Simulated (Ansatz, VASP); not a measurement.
**Ag: VASP beside Ansatz**

File INCAR:

```
PREC = Accurate
ENCUT = 600
EDIFF = 1E-7
ISMEAR = -1
SIGMA = 0.05
LREAL = F
LASPH = T
NELM = 80
ALGO = Normal
ISIF = 3
LWAVE = F
LCHARG = F
GGA = B5
ALDAX = 1.0
AGGAX = 1.0
AGGAC = 1.0
ALDAC = 0.0
IBRION = 2
NSW = 80
EDIFFG = -0.005
```

The input KPOINTS:

```
regular mesh
0
Gamma
  11 11 11
```

Contents of POSCAR:

```
Ag
1.0
    0.0000000000      2.0427500000      2.0427500000
    2.0427500000      0.0000000000      2.0427500000
    2.0427500000      2.0427500000      0.0000000000
Ag
1
Direct
    0.0000000000      0.0000000000      0.0000000000
```

Contents of input.yaml:

```yaml
crystal:
  lattice:
    - [0.0, 2.04275, 2.04275]
    - [2.04275, 0.0, 2.04275]
    - [2.04275, 2.04275, 0.0]
  atoms:
    - { symbol: Ag, position: [0.0, 0.0, 0.0] }
kpoints:
  mp_grid: { grid: [11, 11, 11] }
scf:
  occupations: { method: fermi_dirac, width: 0.05 }
hamiltonian:
  xc: blyp
  pseudopotentials: { kind: all_electron, lapw: { basis_error: 0.001 } }
output:
  forces: true
  stress: true
relax:
  f_tol: 0.005
  max_steps: 60
  cell: {}
```

Alike in both runs: task relaxation of cell and atoms; functional BLYP; k mesh 11 × 11 × 11; occupations fermi-dirac, width 0.05 eV; no spin polarisation.

|  | VASP | Ansatz |
| --- | --- | --- |
| version | VASP 6.6.1 | Ansatz 0.2.0 |
| potentials or method | VASP PAW PBE potentials, release 64 (Ag) | all-electron LAPW, scalar-relativistic |
| plane-wave cutoff (eV) | 600 | see its input |

VASP gave:

| Item | Value |
| --- | --- |
| relaxed volume (Å³/atom) | 19.31 |
| relaxed cell length with the largest relative difference (Å) | 3.011 |
| energy change over the relaxation (meV/atom) | -75 |

Q: What did Ansatz give for the same quantities?

A: Relaxed volume (Å³/atom): 19.29; relaxed cell length with the largest relative difference (Å): 3.010; energy change over the relaxation (meV/atom): -73.

Ansatz ran all-electron here, so the differences hold the error of VASP's frozen core and of both bases.

Caveats: the volume moved by +13 % from the deposited cell, more than functionals usually miss; the PAW data sets were made with another functional, which shifts forces and pressure a little (VASP). Zero-point motion and thermal expansion aren't in these numbers. BLYP gives volumes clearly too large for solids.
